## Question

The table gives the volume per atom of silicon carbide at which each method finds its lowest energy, beside the difference from the measured volume. The "rung" sorts methods by their ingredients. LDA uses only the local electron density, a GGA adds the density's gradient, a meta-GGA adds the kinetic energy density of the orbitals, and a hybrid mixes in exact exchange.

VASP calculations of silicon carbide (space group F-43m, 2-atom cell) with density functionals, hybrids and Hartree–Fock, using PAW potentials, a 600 eV plane-wave cutoff and no spin polarisation. Cell and atoms were relaxed with each method for a static lattice; the measured volume is not corrected for vibration.

```csv
method,rung,potentials,k mesh,smearing,equilibrium volume (Å³/atom),computed less measured (Å³/atom)
LDA,LDA,"VASP PAW LDA potentials, recommended",10x10x10 2-atom cell,Fermi-Dirac 0.05eV,10.152,-0.188
AM05,GGA,"VASP PAW PBE potentials, recommended",10x10x10 2-atom cell,Fermi-Dirac 0.05eV,10.325,-0.015
PBE-rVV10,GGA,"VASP PAW PBE potentials, recommended",10x10x10 2-atom cell,Fermi-Dirac 0.05eV,10.454,0.114
PBEsol,GGA,"VASP PAW PBE potentials, recommended",10x10x10 2-atom cell,Fermi-Dirac 0.05eV,10.346,0.006
RPBE-D3,GGA,"VASP PAW PBE potentials, recommended",10x10x10 2-atom cell,Fermi-Dirac 0.05eV,10.425,0.085
optB88-vdW,GGA,"VASP PAW PBE potentials, recommended",10x10x10 2-atom cell,Fermi-Dirac 0.05eV,10.503,0.163
revPBE,GGA,"VASP PAW PBE potentials, recommended",10x10x10 2-atom cell,Fermi-Dirac 0.05eV,10.596,0.256
vdW-DF-cx,GGA,"VASP PAW PBE potentials, recommended",10x10x10 2-atom cell,Fermi-Dirac 0.05eV,10.422,0.082
rSCAN,meta-GGA,"VASP PAW PBE potentials, recommended",10x10x10 2-atom cell,gaussian 0.05eV,10.272,-0.068
HF,hybrid,"VASP PAW PBE potentials, recommended",5x5x5 2-atom cell,Fermi-Dirac 0.05eV,10.346,0.006
HSEsol,hybrid,"VASP PAW PBE potentials, recommended",5x5x5 2-atom cell,Fermi-Dirac 0.05eV,10.175,-0.165
PBE0,hybrid,"VASP PAW PBE potentials, recommended",5x5x5 2-atom cell,Fermi-Dirac 0.05eV,10.254,-0.086
```

(a) Explain why the methods on the GGA rung disagree so widely.

(b) HSEsol is PBEsol with a share of exact exchange added. Explain why this richer method lies further from the measured volume.

(c) PBEsol and Hartree–Fock (HF) both differ from the measurement by only 0.006 Å³/atom. Decide whether they describe the crystal best.

## Model answer

**(a)** Start from the limit of a perfectly uniform electron density. There LDA is exact by construction, and a gradient correction would have nothing to act on. A real crystal is uneven: charge is piled up near the nuclei and in the bonds, and it is thin in the open spaces between them. LDA undervalues the exchange energy that such unevenness brings, so it favours the compact crystal too much. It gives the smallest volume in the table, 1.8 % below the measured one.

A GGA rewards uneven density with extra exchange energy. Stretching the crystal thins the charge between the atoms and makes the density more uneven, so the reward grows with volume and acts as an outward push. If all else is equal, a steeper reward gives a larger crystal. PBEsol and AM05 were designed for solids and push gently, while revPBE pushes hard and gives a volume 0.25 Å³/atom above that of PBEsol. PBE has an intermediate reward, and PBE-rVV10, which adds a long-range correlation term to PBE, lies between the two.

One pair tests the role of exchange more directly. The methods optB88-vdW and vdW-DF-cx share the same treatment of correlation, including its long-range part, and differ in their exchange. Their volumes still differ by 0.08 Å³/atom. The exchange formula alone can therefore move the answer noticeably within one rung.

RPBE-D3 looks out of order at first. RPBE is a close relative of revPBE and should also push hard, yet RPBE-D3 lies 0.17 Å³/atom below revPBE. It carries an added attraction between atom pairs, the D3 dispersion term, which pulls the crystal together. That attraction is the likely main reason, although the difference also contains whatever separates RPBE from revPBE.

The word "GGA" thus fixes the ingredients but leaves the strength of the push open. From the smallest to the largest volume, this rung spans 0.27 Å³/atom. The step from LDA up to its nearest GGA is only 0.17 Å³/atom.

**(b)** Approximate exchange lets an electron repel itself a little, which favours charge that is spread out too far. Exact exchange removes part of this error. The valence electrons are then held more tightly, and the covalent bond becomes shorter. This is an inward pull, opposed to the outward push of the gradient correction.

HSEsol adds this pull to PBEsol, which is already compact, and the volume falls by 0.17 Å³/atom. PBE0 adds a similar share of exact exchange to PBE, whose gradient correction pushes harder. Plain PBE is not in the table, but its relative PBE-rVV10 gives a looser crystal than PBEsol, and PBE0 likewise ends at a larger volume than HSEsol. This suggests that a hybrid inherits the character of the GGA on which it is built. The comparison is not clean, because exact exchange acts at all distances in PBE0 and only at short range in HSEsol. The hybrids were run on a coarser k mesh than the GGAs, and the effect of that on the fall from PBEsol to HSEsol is untested.

Hartree–Fock is the limiting case of full exact exchange. If more exact exchange simply meant a smaller crystal, HF would lie well below both hybrids, but it lies above them. The likely reason is that HF, although listed as a hybrid, has no correlation at all. In a uniform electron gas, correlation lowers the energy per electron more at high density than at low density, so it is expected to pull this crystal inward too. HF gains one inward pull and loses another.

**(c)** The measured crystal is not the one that was calculated. The calculation holds the atoms still, whereas real atoms vibrate even at absolute zero. Vibration costs less energy in a larger, softer crystal, so the real crystal swells slightly. A fair comparison needs the measured volume with this swelling taken off.

Near its minimum, the static energy per atom rises as $B(V-V_0)^2/(2V_0)$, where $V_0$ is the static volume and $B$ the bulk modulus. The zero-point energy $E_z$ falls with volume at the rate $\gamma E_z/V$, where the Grüneisen parameter $\gamma$ states how quickly the vibrations soften. At the new minimum the two slopes balance, which gives the swelling

$$\Delta V \approx \frac{\gamma E_z}{B}, \qquad E_z \approx \tfrac{9}{8}\,k\theta .$$

Here $k$ is Boltzmann's constant and $\theta$ the Debye temperature, a measure of how fast the atoms vibrate.

Rough recalled values for silicon carbide are $\theta$ = 1200 K, $B$ = 220 GPa and $\gamma$ = 1. The first gives a zero-point energy of 0.116 eV per atom. The bulk modulus in matching units is 1.37 eV/Å³, so

$$\Delta V \approx \frac{0.116}{1.37} \approx 0.085\ \text{Å}^3/\text{atom}.$$

The static crystal should therefore have a volume near 10.26 Å³/atom, compared with the measured 10.34. Any thermal expansion in the measured value is left out here. In so stiff a crystal it should be a smaller correction in the same direction.

This shift changes the verdict. Against the static reference, PBEsol and HF are both too large by about 0.09 Å³/atom, nearly as far off as LDA is on the other side. PBE0 and rSCAN now lie closest, within about 0.02 Å³/atom. rSCAN gets there without exact exchange. The kinetic energy density lets it tell a covalent bond from other regions with the same density and gradient, which is a likely reason why its crystal is more compact than that of any GGA here. The near-perfect agreement of PBEsol with the measurement arises because its static crystal is too large by about the amount that vibration adds to the real one.

HSEsol also looks different now. Its parent PBEsol is too large by 0.09 Å³/atom, and exact exchange carries it past the target to 0.08 Å³/atom too small. The two errors are too alike in size for this estimate to rank them. The richer method has exchanged an error of one sign for a similar error of the other.

## Remarks on the reasoning

**How firm is the new ranking?** The estimate uses three rough material constants and none of the computed volumes, so the thing to ask is how far it could be wrong before the ranking changes. If the true swelling is smaller, AM05 is the challenger to the two leaders. The swelling need only exceed 0.042 Å³/atom for rSCAN to be closer than AM05, and 0.051 for PBE0. Both thresholds lie well below the estimate. If the true swelling is larger, HSEsol is the challenger, and it overtakes rSCAN above about 0.12 Å³/atom. The order of PBE0 and rSCAN between themselves is too fine for such an estimate to settle. PBE0 also ran on the coarser k mesh, and both leaders used potentials made for PBE. The thresholds include no error from either source.

**An exact tie deserves suspicion.** PBEsol and HF agree to the last printed digit because both runs ended at the volume from which they started. The small pressures left in the cells show how far each still had to go: about 0.005 Å³/atom inward for HF and 0.002 outward for PBEsol. The two minima really are close, but their identity comes from the stopping rule. A good answer uses the closeness and gives the tie no physical cause.

**Agreement must be traced to its source.** HF comes close to the measured volume while leaving out correlation, and it puts the band gap at roughly 9 eV, several times the real one. One good number does not certify a method. Ask which pushes and pulls the method contains, and whether the reference holds effects, such as vibration, that the calculation leaves out.

**What this means in practice.** For a first model of the structure the choice of method matters little: every bond length here is within 0.9 % of the value that the measured volume implies. It matters more when strains of about one per cent are at stake, because the bond lengths from LDA and revPBE differ by 1.4 %. To place another functional on this scale, first judge how strongly its gradient correction pushes outward, then allow for any exact exchange or added attraction that pulls inward. The printed output below gives the errors of every method against both references.

The analysis program printed:

```
Errors against the measured volume and the estimated static one:
         row  volume error in %  bond length error in %  error against static estimate in A^3/atom
         LDA             -1.818                 -0.6098                                    -0.1033
        AM05            -0.1451                -0.04838                                    0.06972
   PBE-rVV10              1.103                  0.3662                                     0.1987
      PBEsol            0.05803                 0.01934                                    0.09072
     RPBE-D3             0.8221                  0.2733                                     0.1697
  optB88-vdW              1.576                  0.5227                                     0.2477
      revPBE              2.476                  0.8186                                     0.3407
   vdW-DF-cx              0.793                  0.2636                                     0.1667
       rSCAN            -0.6576                 -0.2197                                    0.01672
          HF            0.05803                 0.01934                                    0.09072
      HSEsol             -1.596                 -0.5348                                   -0.08028
        PBE0            -0.8317                  -0.278                                  -0.001278
measured volume in A^3/atom: 10.34
spread within the GGA rung in A^3/atom: 0.271
smallest GGA volume less LDA in A^3/atom: 0.173
revPBE less LDA in A^3/atom: 0.444
revPBE less PBEsol in A^3/atom: 0.25
HSEsol less PBEsol in A^3/atom: -0.171
RPBE-D3 less revPBE in A^3/atom: -0.171
optB88-vdW less vdW-DF-cx in A^3/atom: 0.081
HF less PBE0 in A^3/atom: 0.092
volume change still due in HF in A^3/atom: -0.005252
volume change still due in PBEsol in A^3/atom: 0.002119
estimated zero-point energy in eV/atom: 0.1163
estimated zero-point expansion in A^3/atom: 0.08472
estimated static reference volume in A^3/atom: 10.26
expansion above which rSCAN is closer than AM05 in A^3/atom: 0.0415
expansion above which PBE0 is closer than AM05 in A^3/atom: 0.0505
```
